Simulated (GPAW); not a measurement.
# Nb (P-1) in GPAW: single point with WC

Aim: the single point of Nb with WC.

All numbers are computed with GPAW 26.7.0; they aren't measurements. Logs are shortened: lines on timing, memory, paths and dates and some standing lists are left out, and cuts for length are marked. The log counts tension as positive stress, the text compression.

## Step 1: The cell of the first run

The typed cell holds 1 atom: a = 2.707 Å, b = 3.357 Å, c = 2.926 Å, α = 126.55°, β = 106.47°, γ = 102.66°.

This isn't the form of Nb at room conditions, which is bcc.

## Step 2: Single point, WC (cell sheared at random, sigma 0.1, atoms nudged by 0.01 Å)

run.py

```python
from ase.dft.bandgap import bandgap
from ase.io import read, write
from ase.units import GPa
from gpaw import GPAW, PW, setup_paths

setup_paths.insert(0, '.')

atoms = read('Nb.cif')

calc = GPAW(mode=PW(600),
            xc='WC',
            kpts={'size': (12, 11, 13), 'gamma': True},
            occupations={'name': 'fermi-dirac', 'width': 0.05},
            nbands=15,
            convergence={'density': 1e-05, 'energy': 1e-05},
            mixer={'backend': 'pulay'},
            symmetry='off',
            maxiter=75,
            txt='gpaw.txt')
atoms.calc = calc
energy = atoms.get_potential_energy()
forces = atoms.get_forces()
stress = atoms.get_stress()
calc.write('gs.gpw')
write('result.traj', atoms)
print(f'Energy: {energy:.6f} eV')
print('Forces (eV/A):')
print(forces.round(4))
print('Stress (GPa):', (stress / GPa).round(3))
print('Fermi level:', round(calc.get_fermi_level(), 4), 'eV')
print(f'Gap: {bandgap(calc)[0]:.4f} eV, direct: {bandgap(calc, direct=True)[0]:.4f} eV')
```

Nb.cif

```cif
data_Nb
_cell_length_a 2.70682166
_cell_length_b 3.35695636
_cell_length_c 2.92644060
_cell_angle_alpha 126.54723321
_cell_angle_beta 106.46855490
_cell_angle_gamma 102.66473556
_space_group_name_H-M_alt 'P1'
_space_group_name_Hall 'P 1'
_space_group_IT_number 1
loop_
_space_group_symop_operation_xyz
'x,y,z'
loop_
_atom_site_label
_atom_site_type_symbol
_atom_site_symmetry_multiplicity
_atom_site_Wyckoff_symbol
_atom_site_fract_x
_atom_site_fract_y
_atom_site_fract_z
_atom_site_occupancy
Nb1 Nb 1 a 0.0000000000 0.0000000000 0.0000000000 1
```

Potentials or basis: PAW data sets generated in the run's folder for this functional, pw.

The run is started by

```bash
> gpaw-setup -f WC Nb
> OMP_NUM_THREADS=1 python run.py
```

gpaw.txt:

```text
__  _  _
 | _ |_)|_||  |
 |__||  | ||/\| - 26.7.0

Input parameters:
  mode=PW(ecut=600.0),
  convergence={'density': 1e-05, 'energy': 1e-05},
  kpts=MonkhorstPack(size=(12, 11, 13), gamma=True),
  maxiter=75,
  mixer=Pulay(name='pulay', nmaxold=16, beta=0.08, weight=20.0, sigma=0.015, g_ss=None),
  nbands=15,
  occupations=Occupations(name='fermi-dirac', width=0.05),
  symmetry=Symmetry(point_group=False, time_reversal=False),
  xc=XC(name='WC')

Diagonalizing LCAO Hamiltonian
Converting LCAO to pw mode

       Nb

Atoms  # Å, Bohr magnetons
|   | symbol |        x |        y |        z |    initial magnetic moments |
|---|--------|----------|----------|----------|-----------------------------|
| 0 |     Nb | 0.000000 | 0.000000 | 0.000000 | ( 0.0000,  0.0000,  0.0000) |

Unit cell  # Å
| periodic |         x |         y |        z |  lengths |     angles |
|----------|-----------|-----------|----------|----------|------------|
|      yes |  2.706822 |  0.000000 | 0.000000 | 2.706822 | 126.547233 |
|      yes | -0.735998 |  3.275281 | 0.000000 | 3.356956 | 106.468555 |
|      yes | -0.829614 | -1.972534 | 1.996223 | 2.926441 | 102.664736 |

Number of symmetries: 1
Symmetry operations  # r_c * U_cc + t_c -> r_c
|   | kind |            matrix            |
|---|------|------------------------------|
| 0 |  E   |  1, 0, 0,  0, 1, 0,  0, 0, 1 |

BZ-sampling:
  Number of BZ points: 1716
  Number of IBZ points: 1716

  Monkhorst-Pack size: [12, 11, 13]
  Monkhorst-Pack shift: [0.041666666666666664, 0.0, 0.0]

K-points  # in reciprocal-cell coordinates
|      |                                coordinates |     weight |
|------|--------------------------------------------|------------|
|    0 | ( -0.41666667,  -0.45454545,  -0.46153846) | 0.00058275 |
|    1 | ( -0.41666667,  -0.45454545,  -0.38461538) | 0.00058275 |
|    2 | ( -0.41666667,  -0.45454545,  -0.30769231) | 0.00058275 |
|    3 | ( -0.41666667,  -0.45454545,  -0.23076923) | 0.00058275 |
|    4 | ( -0.41666667,  -0.45454545,  -0.15384615) | 0.00058275 |
|    5 | ( -0.41666667,  -0.45454545,  -0.07692308) | 0.00058275 |
|    6 | ( -0.41666667,  -0.45454545,   0.00000000) | 0.00058275 |
|    7 | ( -0.41666667,  -0.45454545,   0.07692308) | 0.00058275 |
|    8 | ( -0.41666667,  -0.45454545,   0.15384615) | 0.00058275 |
|    9 | ( -0.41666667,  -0.45454545,   0.23076923) | 0.00058275 |
|  ... |                                            |            |
| 1715 | (  0.50000000,   0.45454545,   0.46153846) | 0.00058275 |

Plane wave coefficients: 604
Cutoff: 600.0 eV

Spin-components: 1 (collinear spins)
Bands:           15
Projectors:      6
Spin-degeneracy: 2
Datatype:        complex128

Density:
  Valence electrons: 13.0
  Components: 1
  Grid points: [16 20 18]
  Charge: 0.0  # |e|

Potential:
  Grid points: [16 20 18]

species:
  Nb:
    name:    Niobium
    Z:       41.0
    valence: 13
    core:    28
    charge:  0.0  # [|e|]
    compensation charges:
      type: gauss
      rc: 0.40  # [Å]
      lmax: 2
    cutoffs:
      filter: 2.35  # [Å]
      core: 1.51  # [Å]
    projectors
    | kind |    occ | energy [eV] | rcut [Å] |
    |------|--------|-------------|----------|
    |   4s |  2.000 |     -58.341 |    1.323 |
    |   5s |  1.000 |      -4.013 |    1.323 |
    |   4p |  6.000 |     -34.500 |    1.323 |
    |   5p |  0.000 |      -1.061 |    1.323 |
    |   4d |  4.000 |      -3.048 |    1.244 |
    |    d |        |      24.164 |    1.244 |

    Using partial waves for Nb as LCAO basis

Reference energy: -103889.494088  # eV

eigensolver:
  PPCG
  Converge bands: occupied
  niter=2

density mixing:
  Pulay-Mixer
  Linear mixing parameters: 0.08
  Old densities: 16
  Fourier metric: weight=20.0, sigma=0.015

occupation numbers:
  Fermi-Dirac:
    width: 0.0500  # eV

poisson solver:
  ecut: 4800.0  # eV

xc functional:
  name: WC with 2 nearest neighbor stencil

convergence criteria:
- Maximum integral of absolute [dens]ity change: 1e-05 electrons / valence electron
- Maximum [total energy] change in last 3 cyles: 1e-05 eV / valence electron
- Maximum integral of absolute [eigenst]ate change: 4e-08 eV^2 / valence electron
maximum number of iterations: 75

SCF iterations
|iter     | |      energy | eigst |  dens |
|---------|-|-------------|-------|-------|
|iter:   1| |  -11.199406 | +0.04 |       |
|iter:   2| |  -11.067523 | -2.48 | -1.06 |
|iter:   3| |  -10.691902 | -1.58 | -1.12 |
|iter:   4| |  -10.693619 | -3.13 | -1.78 |
|iter:   5| |  -10.689197 | -3.30 | -1.98 |
|iter:   6| |  -10.688965 | -4.23 | -2.49 |
|iter:   7| |  -10.688936 | -5.38 | -3.11 |
|iter:   8| |  -10.688935c| -6.38 | -3.55 |
|iter:   9| |  -10.688934c| -7.97c| -4.16 |
|iter:  10| |  -10.688934c| -7.89c| -4.40 |
|iter:  11| |  -10.688934c| -9.05c| -5.12c|

Converged in 11 steps
Energy contributions relative to reference atoms: (reference = -103889.494088)

Energy contributions:
  Kinetic:           1.093744
  Coulomb:          -4.417174
  Zero:             -0.067769
  External:          0.000000
  Xc:               -7.293718
  Entropy:          -0.008033
  Spinorbit:         0.000000
  ----------------------------
  Free energy:     -10.692951
  Extrapolated:    -10.688934

dipole moment: (-4.177902, -4.769280, -7.308057)  # |e|*Ang

Fermi level: 11.773
Eigenvalues  # (at kpt = [-0.417, -0.455, -0.462])
| band index |      eig [eV] | occ [0-2] |
|------------|---------------|-----------|
|          0 |       -42.413 |     2.000 |
|          1 |       -19.493 |     2.000 |
|          2 |       -18.979 |     2.000 |
|          3 |       -18.547 |     2.000 |
|          4 |         8.068 |     2.000 |
|          5 |         8.550 |     2.000 |
|          6 |        14.483 |     0.000 |
|          7 |        14.878 |     0.000 |
|          8 |        17.193 |     0.000 |
|          9 |        19.270 |     0.000 |
|         10 |        21.151 |     0.000 |
|         11 |        25.392 |     0.000 |
|         12 |        28.800 |     0.000 |
|         13 |        33.449 |     0.000 |
|         14 |        34.611 |     0.000 |

No gap
No difference between direct/indirect transitions

Forces  # eV/Ang
|       x |       y |       z |
|---------|---------|---------|
| 0.00000 | 0.00000 | 0.00000 |  # Nb   0

Stress tensor  # eV/Ang^3
|         x |         y |         z |
|-----------|-----------|-----------|
| -0.082591 |  0.002850 |  0.033228 |
|  0.002850 |  0.051990 | -0.071059 |
|  0.033228 | -0.071059 | -0.067360 |

# Writing to gs.gpw (mode='')
```

Run time: 4.5 min. Hardware: 1 thread of Arm Neoverse V2, shared host; peak memory 0.55 GiB.

What came out:

- Free energy: -10.6930 eV
- Pressure: 5.2 GPa
- Band gap on the k mesh: none (metal or under the smearing width)
